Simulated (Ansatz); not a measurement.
# IrO2: the cost of one run

Computed with Ansatz 0.2.0 (DFT PBE, scalar-relativistic, plane waves, PAW, unless a step's input says otherwise).

1 further run of the same task is left out (set aside as unsound or not needed).

### 1 The structure to begin with

The structure is tetragonal, space group P4_2/mnm (No. 136). The conventional cell has a = 4.529 Å, b = 4.529 Å, c = 3.180 Å, α = 90.00°, β = 90.00°, γ = 90.00°. Ir (site symmetry mmm) has 6 O at 1.98 to 2.01 Å as nearest neighbours. Around O (site symmetry m2m) lie 3 Ir at 1.98 to 2.01 Å.

Structure file:

```cif
data_structure
_symmetry_space_group_name_H-M 'P4_2/mnm'
_symmetry_Int_Tables_number 136
_cell_length_a 4.5288
_cell_length_b 4.5288
_cell_length_c 3.1798
_cell_angle_alpha 90.000
_cell_angle_beta 90.000
_cell_angle_gamma 90.000
_cell_volume 65.22
loop_
_atom_site_label
_atom_site_type_symbol
_atom_site_symmetry_multiplicity
_atom_site_Wyckoff_symbol
_atom_site_fract_x
_atom_site_fract_y
_atom_site_fract_z
_atom_site_occupancy
Ir1 Ir 2 a 0.00000 0.00000 0.00000 1
O1 O 4 f 0.30842 0.30842 0.00000 1
```

This cell was relaxed beforehand with the same method: volume 10.87 Å³/atom, gap on the mesh none (metal).

### 2 Zero of the scan

File input.yaml:

```yaml
crystal:
  lattice:
    - [4.5288056857, 0.0, 0.0]
    - [0.0, 4.5288056857, 0.0]
    - [0.0, 0.0, 3.1798253375]
  atoms:
    - { symbol: Ir, position: [0.0, 0.0, 0.0] }
    - { symbol: Ir, position: [0.5, 0.5, 0.5] }
    - { symbol: O, position: [0.3084154545, 0.3084154545, 0.0] }
    - { symbol: O, position: [0.1915845455, 0.8084154545, 0.5] }
    - { symbol: O, position: [0.6915845455, 0.6915845455, 0.0] }
    - { symbol: O, position: [0.8084154545, 0.1915845455, 0.5] }
basis:
  ecutwfc: 420
kpoints:
  mp_grid: { grid: [12, 12, 16] }
hamiltonian:
  xc: pbe
scf:
  occupations: { method: gaussian, width: 0.15 }
output:
  forces: true
  stress: true
  eigenvalues: true
  write_density: true
  write_potential: true
  elf: true
  volumetric_format: npy
```

Command:

```console
$ ansatz run input.yaml --threads 1 --pin off --max-ram 2560MiB --backend cpu --events-out ev --progress --plain --runs-dir out
```

**Question.** How long does this run take on 1 thread of Intel Xeon Platinum 8488C (Sapphire Rapids), shared host, and how much memory does it need?

About 21 s, with a peak of 0.67 GiB.
